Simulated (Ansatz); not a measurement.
# Structural relaxation of (16,0) blue phosphorene nanotube (64 atoms)

Wanted: the relaxed structure of (16,0) blue phosphorene nanotube (64 atoms) and its electronic structure.

Method: Kohn-Sham DFT, PBE+D3(BJ), PAW (set soft_2), plane waves, in Ansatz 0.2.0.

This is a report of a sequence of runs, with most program output left out.

## 1. The structure

The cell holds 64 atoms: 64 P. Cell: a = 26.945 Å, b = 26.945 Å, c = 5.681 Å, α = 90.0°, β = 90.0°, γ = 90.0°. It derives from P (blue phosphorene). Blue phosphorene sheet (a = 3.28 Å) rolled into a (16,0) tube of diameter 16.70 Å, 1 period, 9 Å of vacuum; not relaxed, displaced by a Gaussian of 0.02 Å. Vacuum lies along a and b. The structure repeats along c.

What the set-up can't give: The cell is under 6 Å thick along one periodic direction, so every atom has periodic images of itself close by, which move with it and show among its neighbours and in g(r).

## 2. Single point at the start

The forces at the start show how far the geometry lies from a minimum of this functional.

The input, input.yaml:

```yaml
crystal:
  lattice:
    - [26.9449, 0.0, 0.0]
    - [0.0, 26.9449, 0.0]
    - [0.0, 0.0, 5.68113]
  atoms:
    - { symbol: P, position: [0.83203, 0.49978, 0.33109] }
    - { symbol: P, position: [0.78085, 0.5564, 0.16921] }
    - { symbol: P, position: [0.80802, 0.62613, 0.33629] }
    - { symbol: P, position: [0.73833, 0.66021, 0.16515] }
    - { symbol: P, position: [0.82685, 0.56418, 0.83479] }
    - { symbol: P, position: [0.76483, 0.60911, 0.669] }
    - { symbol: P, position: [0.73565, 0.73523, 0.33031] }
    - { symbol: P, position: [0.65947, 0.73976, 0.16947] }
[... 52 atom lines left out ...]
    - { symbol: P, position: [0.77705, 0.31536, 0.83725] }
    - { symbol: P, position: [0.76455, 0.39063, 0.65952] }
    - { symbol: P, position: [0.82635, 0.43515, 0.83235] }
    - { symbol: P, position: [0.78686, 0.50095, 0.66765] }
kpoints:
  mp_grid: { grid: [1, 1, 3] }
hamiltonian:
  xc: pbe
  dispersion: d3bj
scf:
  occupations: { method: gaussian, width: 0.05 }
output:
  forces: true
```

Started as:

```sh
$ ansatz run input.yaml --threads 4 --pin off --max-ram 8192MiB --backend cpu --events-out ev --progress --plain --runs-dir out
```

Wall time 59 s (4 threads of Arm Neoverse V2, shared host); peak memory 4.9 GiB.

The program notes that it cut back its work space to fit the memory limit.

Numbers from this run:

* free energy: -48373.9408 eV
* free energy per atom: -755.8428 eV/atom
* SCF cycles: 10
* r.m.s. force component: 0.3016 eV/Å
* longest force: 0.9745 eV/Å
* Fermi energy: -1.41 eV

The r.m.s. force component of 0.30 eV/Å sets the starting point.

Length of the force by element:

| element | coordination | atoms | mean length of the force (eV/Å) | spread | least | most |
| --- | --- | --- | --- | --- | --- | --- |
| P | all | 64 | 0.486 | 0.191 | 0.127 | 0.975 |

## 3. Relaxation

With the cell held, the atoms are moved downhill towards a nearby minimum.

input.yaml, as its differences from that of step 2:

```diff
@@ -16 +16,4 @@
   forces: true
+relax:
+  f_tol: 0.05
+  max_steps: 47
```

Run time: 3 min. Hardware: 4 threads; peak memory 5 GiB.

The steps of the relaxation:

| step | energy less that of the first step (eV) | largest force component (eV/Å) |
| --- | --- | --- |
| 1 | 0.0000 | 0.9025 |
| 2 | -0.3602 | 0.2745 |
| 3 | -0.4549 | 0.0214 |
| 4 | -0.4549 | 0.0214 |

The atoms that moved most (Å):

| atom | dx | dy | dz | length |
| --- | --- | --- | --- | --- |
| P25 | 0.040 | -0.038 | -0.038 | 0.067 |
| P55 | -0.011 | 0.031 | 0.058 | 0.067 |
| P40 | 0.029 | 0.056 | 0.000 | 0.063 |
| P26 | 0.058 | -0.006 | -0.011 | 0.060 |
| P48 | -0.012 | 0.050 | 0.025 | 0.057 |
| P58 | -0.052 | -0.014 | -0.017 | 0.056 |
| P16 | 0.016 | -0.047 | -0.022 | 0.054 |
| P44 | -0.046 | 0.006 | 0.025 | 0.053 |

The relaxation changed the energy by -7.11 meV/atom, and atoms moved by 0.038 Å r.m.s., 0.067 Å at most.

## 4. Distances and neighbours after relaxation

Bonds before and after, by the cutoffs listed below:

| pair | bonds before | bonds after | mean before (Å) | mean after (Å) | spread before (Å) | spread after (Å) |
| --- | --- | --- | --- | --- | --- | --- |
| P-P | 96 | 96 | 2.259 | 2.262 | 0.029 | 0.001 |

Normalised to the volume that the atoms fill. Pair distribution function in bins of 0.2 Å:

| r (Å) | total |
| --- | --- |
| 2.20 | 8.15 |
| 2.40 | 0.00 |
| 2.60 | 0.00 |
| 2.80 | 0.00 |
| 3.00 | 1.53 |
| 3.20 | 2.71 |
| 3.40 | 3.20 |
| 3.60 | 0.49 |
| 3.80 | 0.00 |
| 4.00 | 2.67 |
| 4.20 | 0.00 |
| 4.40 | 0.00 |
| 4.60 | 0.00 |
| 4.80 | 0.00 |
| 5.00 | 1.09 |
| 5.20 | 2.14 |
| 5.40 | 0.97 |
| 5.60 | 0.88 |
| 5.80 | 0.03 |
| 6.00 | 1.18 |
| 6.20 | 0.00 |
| 6.40 | 0.68 |
| 6.60 | 0.63 |
| 6.80 | 1.50 |
| 7.00 | 0.58 |
| 7.20 | 0.00 |
| 7.40 | 0.00 |
| 7.60 | 0.73 |

Bonds by pair of elements; cutoffs follow the first minimum of g(r), held within bounds set by covalent radii, and pairs that aren't listed don't count as bonded:

| pair A-B | cutoff (Å) | bonds | mean length (Å) | spread (Å) | shortest (Å) | B about A | A about B |
| --- | --- | --- | --- | --- | --- | --- | --- |
| P-P | 2.68 | 96 | 2.26 | 0.001 | 2.26 | 3 | 3 |

How many atoms have how many bonded neighbours:

| element | mean | 3 |
| --- | --- | --- |
| P | 3 | 64 |

Bond angles (no mean is given where the spread exceeds 20°):

| angle | count | mean (°) | spread (°) |
| --- | --- | --- | --- |
| P-P-P | 192 | 92.8 | 5.5 |

With the cutoffs above, all P atoms have 3 bonded neighbours. The P-P-P angle averages 93° with a spread of 6°.

## 5. Single point at the relaxed geometry

One more single point at the end of the walk gives the fuller output and checks the residual forces.

The input, input.yaml:

```yaml
crystal:
  lattice:
    - [26.9449, 0.0, 0.0]
    - [0.0, 26.9449, 0.0]
    - [0.0, 0.0, 5.68113]
  atoms:
    - { symbol: P, position: [0.83268, 0.50001, 0.33301] }
    - { symbol: P, position: [0.78123, 0.55611, 0.16461] }
    - { symbol: P, position: [0.80774, 0.62755, 0.33211] }
    - { symbol: P, position: [0.73855, 0.65944, 0.16416] }
    [... 54 atom lines left out ...]
    - { symbol: P, position: [0.8069, 0.37283, 0.33378] }
    - { symbol: P, position: [0.78065, 0.44432, 0.16566] }
    - { symbol: P, position: [0.77622, 0.31525, 0.83376] }
    - { symbol: P, position: [0.76421, 0.39049, 0.66593] }
    - { symbol: P, position: [0.82594, 0.43508, 0.83355] }
    - { symbol: P, position: [0.78649, 0.50021, 0.66519] }
kpoints:
  mp_grid: { grid: [1, 1, 3] }
hamiltonian:
  xc: pbe
  dispersion: d3bj
scf:
  occupations: { method: gaussian, width: 0.05 }
output:
  forces: true
  populations: intrinsic
  dos:
    method: { smearing: { sigma: 0.08 } }
    de: 0.1
    projected: { site_lists: { P: [P] } }
  eigenvalues: true
  write_density: true
  write_potential: true
  volumetric_format: npy
```

Run time: 2.1 min. Hardware: 4 threads; peak memory 5.3 GiB.

The program notes that the exchange-correlation potential is rough where the density is thin.

The run gave:

```yaml
free_energy: -48374.3956 eV
free_energy_per_atom: -755.8499 eV/atom
scf_cycles: 9
r_m_s_force_component: 0.00658 eV/Å
longest_force: 0.02248 eV/Å
fermi_energy: -1.404 eV
spacing_of_highest_filled_and_lowest_empty_level: 1.847 eV
```

Intrinsic-atomic-orbital charges by element:

| element | coordination | atoms | mean charge (e) | spread | least | most |
| --- | --- | --- | --- | --- | --- | --- |
| P | all | 64 | 0 | 0.0103 | -0.0107 | 0.0107 |

States in the cell by windows of 0.5 eV, zero at the Fermi level; the larger projections on atomic orbitals stand beside the total:

| from (eV) | to (eV) | total | P p | P s |
| --- | --- | --- | --- | --- |
| -10 | -9.5 | 9.2 | 4.0 | 5.2 |
| -9.5 | -9 | 6.1 | 2.3 | 3.7 |
| -9 | -8.5 | 4.5 | 1.4 | 3.0 |
| -8.5 | -8 | 12.1 | 3.7 | 8.2 |
| -8 | -7.5 | 5.6 | 1.9 | 3.6 |
| -7.5 | -7 | 17.8 | 6.3 | 11.2 |
| -7 | -6.5 | 0.0 | 0.0 | 0.0 |
| -6.5 | -6 | 5.0 | 4.8 | 0.1 |
| -6 | -5.5 | 2.4 | 2.2 | 0.2 |
| -5.5 | -5 | 22.0 | 19.5 | 2.0 |
| -5 | -4.5 | 22.1 | 18.6 | 3.1 |
| -4.5 | -4 | 17.0 | 14.4 | 2.2 |
| -4 | -3.5 | 19.2 | 16.9 | 1.9 |
| -3.5 | -3 | 14.9 | 13.4 | 1.1 |
| -3 | -2.5 | 15.6 | 14.5 | 0.6 |
| -2.5 | -2 | 16.6 | 13.7 | 2.6 |
| -2 | -1.5 | 17.3 | 14.1 | 2.9 |
| -1.5 | -1 | 37.0 | 31.0 | 5.4 |
| -1 | -0.5 | 2.8 | 2.3 | 0.4 |
| -0.5 | 0.5 | 0.0 | 0.0 | 0.0 |
| 0.5 | 1 | 6.2 | 4.4 | 0.9 |
| 1 | 1.5 | 15.2 | 11.7 | 1.5 |
| 1.5 | 2 | 14.6 | 11.6 | 1.3 |
| 2 | 2.5 | 30.1 | 24.8 | 1.8 |
| 2.5 | 3 | 25.6 | 19.2 | 1.9 |

The curve was stored every 0.100 eV, coarse against its broadening of 0.08 eV, so these counts are rough.

Between -16 and -10 eV lie 73 more states.

The levels nearest the highest filled one (over half full), pooled over k-points and spins:

| level less the highest filled one (eV) | occupation |
| --- | --- |
| -0.0973 | 2 |
| -0.0969 | 2 |
| -0.0046 | 2 |
| -0.0019 | 2 |
| -5.0e-4 | 2 |
| 0 | 2 |
| 1.85 | 0 |
| 1.85 | 0 |
| 1.86 | 0 |
| 1.86 | 0 |
| 1.92 | 0 |
| 2.00 | 0 |

Electrostatic potential energy in the ca plane at fractional y = 0.218, with atoms of P within 0.2 Å of it. With pseudopotentials it is smooth inside the atoms' cores, unlike the true potential.

Ten even steps from '0' (-53 eV) to '9' (4 eV), each cell a mean:
```
9999999999999999
9999999999999999
9999999999999999
9999999999999999
9999999999999999
9999999999999999
9999999999998778
8999999999851004
9988656887667788
9877777874125899
7200279999888888
8766889974224799
8655689985335899
7211379998888888
9988766874114899
9988767888776568
8999999999851014
9999999999999889
9999999999999999
9999999999999999
9999999999999999
9999999999999999
9999999999999999
9999999999999999
```
Columns run along c (5.7 Å; values clipped at the 3rd and 97th percentile), rows up along a (26.9 Å). Atoms in or near the plane, at fractional coordinates: P at (0.17, 0.44), P at (0.83, 0.32), P at (0.17, 0.56), P at (0.67, 0.50), P at (0.83, 0.68).

Valence density in the ca plane at fractional y = 0.218, with atoms of P within 0.2 Å of it. It is the smooth field of the valence electrons, not physical close to the nuclei.

Ten even steps from '0' (0.00 e/Å³) to '9' (0.66 e/Å³), each cell a mean:
```
0000000000000000
0000000000000000
0000000000000000
0000000000000000
0000000000000000
0000111000000000
1001222100124543
6322221101388579
2347997656689753
2357876679899632
8955962112455434
2456532357678522
3567742246677522
7856963123465444
1247877789899631
3357986544689864
5322211001378579
1001222100012331
0000010000000000
0000000000000000
0000000000000000
0000000000000000
0000000000000000
0000000000000000
```
Columns run along c (5.7 Å), rows up along a (26.9 Å). Atoms in or near the plane, at fractional coordinates: P at (0.17, 0.44), P at (0.83, 0.32), P at (0.17, 0.56), P at (0.67, 0.50), P at (0.83, 0.68).

Intrinsic-atomic-orbital charges run from -0.01 to +0.01 e. The largest share in the top eV of filled states is P p (84 % of the projected weight), and in the lowest eV of empty states P p (87 % of the projected weight).

The surroundings of P50, picked at random, nearest first, numbered as they follow in the input and with coordinates relative to it.

| atom | x | y | z | distance (Å) | bonds | intrinsic-atomic-orbital charge (e) |
| --- | --- | --- | --- | --- | --- | --- |
| P50 | 0.00 | 0.00 | 0.00 | 0.00 | 3 | 0.01 |
| P47 | 0.00 | -1.24 | -1.89 | 2.26 | 3 | -0.01 |
| P53 | 1.75 | -1.06 | 0.95 | 2.26 | 3 | -0.01 |
| P49 | -1.75 | -1.07 | 0.96 | 2.26 | 3 | -0.01 |
| P46 | -2.95 | 0.60 | 0.00 | 3.01 | 3 | 0.01 |
| P54 | 2.95 | 0.61 | 0.00 | 3.01 | 3 | 0.01 |
| P44 | -1.50 | 0.16 | -2.84 | 3.22 | 3 | 0.01 |
| P48 | 1.50 | 0.16 | 2.84 | 3.22 | 3 | 0.01 |
| P48 | 1.50 | 0.16 | -2.84 | 3.22 | 3 | 0.01 |
| P44 | -1.50 | 0.16 | 2.84 | 3.22 | 3 | 0.01 |

The column of bonds counts only the pairs P-P within 2.68 Å; other neighbours, such as metal atoms beside each other in a compound, aren't counted, and periodic images can show an atom twice.

## 6. What came out

```json
{
 "energy change in the relaxation": "-7.107 meV/atom",
 "r.m.s. displacement": "0.038 Å",
 "largest displacement": "0.067 Å",
 "free energy per atom": "-755.8499 eV/atom",
 "r.m.s. force component": "0.00658 eV/Å",
 "gap (highest filled to lowest empty level)": "1.847 eV",
 "wall time of the 3 DFT runs": "6.2 min"
}
```

Relaxation lowers the energy by 7.11 meV/atom and moves atoms by 0.038 Å r.m.s.; the r.m.s. force component goes from 0.30 to 0.0066 eV/Å. By the final cutoffs no bond was broken or made. The r.m.s. move is of the size of the random displacements put into the start (0.035 Å r.m.s. in three dimensions). From the first step to the last the energy fell by 0.455 eV, and the largest move was 0.07 Å (P25, with 1 other atom within 2 % of it). The P-P bonds go from 2.259 Å (spread 0.029) to 2.262 Å (spread 0.001). With the cutoffs above, all P atoms have 3 bonded neighbours. The highest filled and lowest empty levels differ by 1.85 eV on the run's k-points; the mesh holds the band edges only if they fold onto it, so the gap at this level can be narrower or closed, while semilocal functionals tend to narrow gaps against experiment.

[Logs are printed without paths, hosts, clocks, repeated set-up lines and the standing remarks that a program may print on its own settings, such as how far it seeks lower states.]

[Hosts, paths, dates, database ids (printed as entryN), source tags and the programs' standing remarks are cut or masked in the printed files.]
